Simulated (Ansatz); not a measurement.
Computed with DFT PBE, scalar-relativistic, plane waves, PAW in Ansatz. Settings: cutoff 420 eV, Γ-centred meshes spaced at most about 0.3 Å⁻¹ (2π included), Gaussian smearing. No spin polarisation.

These are static total energies at zero pressure.

Two relaxed structures of Ga₄As₃P:

A.

```
Ga P As
1.0
     5.68437    0.00000    0.00000
     0.00000    5.68437    0.00000
     0.00000    0.00000    5.68437
Ga P As
4 1 3
Cartesian
  4.2898 4.2898 1.3945
  4.2898 1.3945 4.2898
  1.3945 4.2898 4.2898
  1.3945 1.3945 1.3945
  0.0000 0.0000 0.0000
  0.0000 2.8422 2.8422
  2.8422 2.8422 0.0000
  2.8422 0.0000 2.8422
```

B.

```
Ga P As
1.0
     8.01272    0.00000    0.00000
     0.00000    6.93801    0.00000
     0.00000    0.00000    6.60247
Ga P As
8 2 6
Cartesian
  0.0000 5.7665 2.4055
  4.0064 5.8538 2.4966
  5.9604 2.2899 2.4950
  2.0523 2.2899 2.4950
  1.9541 4.6481 5.7962
  6.0587 4.6481 5.7962
  4.0064 1.1716 5.7068
  0.0000 1.0843 5.7978
  4.0064 1.1661 3.3031
  0.0000 5.7719 0.0019
  2.0076 4.6352 3.3045
  6.0052 4.6352 3.3045
  0.0000 1.1383 3.3045
  4.0064 5.7997 0.0033
  1.9988 2.3028 0.0032
  6.0139 2.3028 0.0032
```

Problem. Which would you expect to be lower, and how large is the difference?

Solution. A is lower, by 8 meV/atom. A has P and As ordered on zinc blende sites, space group P-43m (No. 215), 23.0 Å³/atom and a gap of 0.48 eV on its mesh; B has P and As ordered on wurtzite sites, space group Pmn2_1 (No. 31), 22.9 Å³/atom and a gap of 0.51 eV. In A, around Ga lie 1 P at 2.42 Å and 3 As at 2.48 Å; P is surrounded by 4 Ga at 2.42 Å; As has 4 Ga at 2.48 Å. In B, around Ga on a site of symmetry m lie 1 P at 2.40 Å and 3 As at 2.47–2.48 Å; P has 4 Ga at 2.39–2.40 Å; around As on a site of symmetry 1 lie 4 Ga at 2.47–2.49 Å; 3 more sites not described. Both come from invented guesses.

Kohn–Sham gaps at this level usually fall short of measured ones. Cells relaxed within their symmetry can be saddle points.
